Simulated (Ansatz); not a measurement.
Elastic constants of Mg$_{2}$Sn (Fm-3m) under pressure

```
Mg Sn
1.0
     0.00000    3.33236    3.33236
     3.33236    0.00000    3.33236
     3.33236    3.33236    0.00000
Mg Sn
2 1
Direct
  0.25000 0.25000 0.25000
  0.75000 0.75000 0.75000
  0.00000 0.00000 0.00000
```

This is the zero-pressure cell. At each pressure cell and atoms are relaxed in this structure, and the constants are slopes of the stress at strains of ±0.005 with relaxed ions (the coefficients that govern stability under load). Level: LDA, PAW on Ansatz 0.2.0's default frozen-core files (fitted under PBE), scalar-relativistic; k mesh 12×12×12, strains of ±0.005, Fermi-Dirac smearing of 0.100 eV, cutoff 420 eV. P is the pressure of the relaxed cell, less that of this one.

```
P (GPa)    V/V₀  C11 (GPa)  C12 (GPa)  C44 (GPa)
   0.00  1.0000       80.0       29.7       32.9
   1.00  0.9796       85.3       33.4       34.3
   1.97  0.9617       90.3       36.9       35.5
   4.00       ?          ?          ?          ?
   6.99  0.8893      114.2       54.3       40.7
  10.01  0.8563      127.4       64.4       43.1
  15.00  0.8120      147.7       81.1       46.1
```

Problem. Does the bulk modulus from the constants agree with the pressure-volume curve?

Solution. A third-order Birch-Murnaghan fit to the volumes shown (F against f, f = [(V₀/V)^(2/3) − 1]/2) gives B₀ = 46.5 GPa and B′ = 4.2. Its −V dP/dV stands beside (C11 + 2C12)/3:

```
P (GPa)  from P(V)  from the constants
   0.00       46.5                46.5
   1.00       50.7                50.7
   1.97       54.6                54.7
   6.99       74.2                74.3
  10.01       85.5                85.4
  15.00      103.8               103.3
```

Problem. What are the pressure derivatives at zero pressure?

Solution. Slopes at V₀ of quadratic fits in −ln(V/V₀) through the first four rows shown, divided by B₀: dC11/dP = 5.4, dC12/dP = 3.7, dC44/dP = 1.5. The mean slopes up to 2.0 GPa are 5.2, 3.6, 1.3; curvature and scatter of the constants part the two. The combination (dC11/dP + 2 dC12/dP)/3 = 4.2 stands against B′.

Problem. Fill the row at 4.00 GPa.

Solution. Cubic fits in −ln(V/V₀) through all rows shown give C11 = 100.4, C12 = 44.0, C44 = 37.9 GPa. Computed: V/V₀ = 0.9290, C11 (GPa) = 100.3, C12 (GPa) = 44.0, C44 (GPa) = 37.8.

Problem. Does a shear stiffness soften?

Solution. C44 goes from 32.9 to 46.1 GPa; (C11 − C12)/2 goes from 25.1 to 33.3 GPa. Neither ends more than 3 % under its start, and the lattice stays mechanically stable over this range.

Keep in mind: no other phase was computed; many crystals of this kind change structure within this range, and rows or crossings beyond such a change describe a metastable lattice; frozen-core PAW files fitted under PBE, their cores solved anew for the functional of the run; responses of metals move with mesh and smearing; the gap is closed or tiny at this level, so small that the run used smearing; responses move with mesh and smearing; phonons weren't checked at these pressures.
